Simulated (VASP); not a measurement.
Input of a VASP 6.6.1 run:

INCAR

```
SYSTEM = Mo
  ALGO = Normal
  EDIFF = 1E-7
  EDIFFG = -0.002
  ENCUT = 520
  GGA = PS
  IBRION = 2
  ISIF = 3
  ISMEAR = 0
  LASPH = .True.
  LCHARG = .False.
  LREAL = .False.
  LWAVE = .False.
  NELM = 80
  NSW = 80
  PREC = Accurate
  SIGMA = 0.1
```

Contents of KPOINTS:

```
k-points
0
Gamma
  18 18 18
  0 0 0
```

File POSCAR:

```
Mo
1.0
   -1.5734150000      1.5734150000      1.5734150000
    1.5734150000     -1.5734150000      1.5734150000
    1.5734150000      1.5734150000     -1.5734150000
Mo
1
Direct
    0.0000000000      0.0000000000      0.0000000000
```

Potentials or basis: VASP PAW PBE potentials, release 64 (Mo_sv).

Command:

```bash
$ cat potpaw_PBE.64/Mo_sv/POTCAR > POTCAR
$ mpirun -np 1 vasp_std > vasp.out
```

(1) Estimate the band gap on the k mesh.

(2) Estimate the space group after relaxing (to 0.05 Å).

Results:

(1) none (metal or under the smearing width).

(2) Im-3m (No. 229).
